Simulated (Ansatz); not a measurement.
**AlRu: energy along a strain**

AlRu, Pm-3m, a = 2.992 Å (as given, not relaxed at this level: 2.6 GPa). The structure is a COD entry; whether it is the stable form wasn't checked. Ansatz: PBE, PAW, 420 eV, Γ-centred 16×16×16 mesh on 2 atoms, Gaussian smearing 0.15 eV; no spin polarisation. Cell vectors (Å): 2.992 0.000 0.000; 0.000 2.992 0.000; 0.000 0.000 2.992. The cell is strained by x per cent times the pattern (1 0 0 0 0 0) in the order xx yy zz yz xz xy (engineering shears), with fractional coordinates held. y is the free energy over the start, V0 = 13.387 Å³/atom.

| x (%) | y (meV/atom) |
| --- | --- |
| -4.00 | ? |
| -3.00 | 19.93 |
| -2.00 | 10.18 |
| -1.00 | 3.61 |
| 0.00 | 0.00 |
| 1.00 | -0.85 |
| 2.00 | 0.87 |
| 3.00 | 4.98 |
| 3.50 | 7.88 |
| 4.00 | 11.32 |

Fit y = c1 x + c2 x² + c3 x³ to the other rows, get the stiffness along the pattern, and predict the missing energy.

Least squares on the rows shown. y = −2.2050 x + 1.3839 x² − 0.031468 x³. The clamped-ion stiffness p·C·p = 2 × 13.84 eV × 160.2 / 13.387 Å³ = 331 GPa, which is C11 in these axes (second derivative at the start, which stands under stress). At x = -4.00 the fit asked for gives 32.98 meV/atom. The run gave 33.13 meV/atom, so the fit is 0.15 meV/atom too low, 0.44 % of the span of the series, against an rms of 0.01 meV/atom on the fitted rows. The row lies outside the fitted range. With a term in x⁴ added, a fit to the same known rows predicts 33.09 meV/atom, so most of the miss is curvature that the known rows already hold.

The energy is lowest on the stretched side, at 1.00 % among the rows shown, because the starting cell is compressed relative to its PBE equilibrium. This is in keeping with that functional's usual tendency towards slightly long metallic bonds. Most of the asymmetry between stretching and compression comes from this initial stress. The smaller negative cubic term is true anharmonicity: overlap repulsion steepens as the atoms approach, while bonding weakens as they separate. The curvature therefore falls on extension, and C11 at the relaxed volume would probably lie somewhat below 331 GPa.

Such a high stiffness fits strong hybridisation between Ru d and Al sp states, though the energies alone can't isolate that contribution. Holding the fractional coordinates costs nothing here: both sites of the CsCl-type structure are inversion centres and remain so under homogeneous strain, so no internal relaxation arises and the clamped-ion constant is also the relaxed-ion one. Resistance to this uniaxial strain doesn't establish mechanical stability, which also depends on C12 and C44.
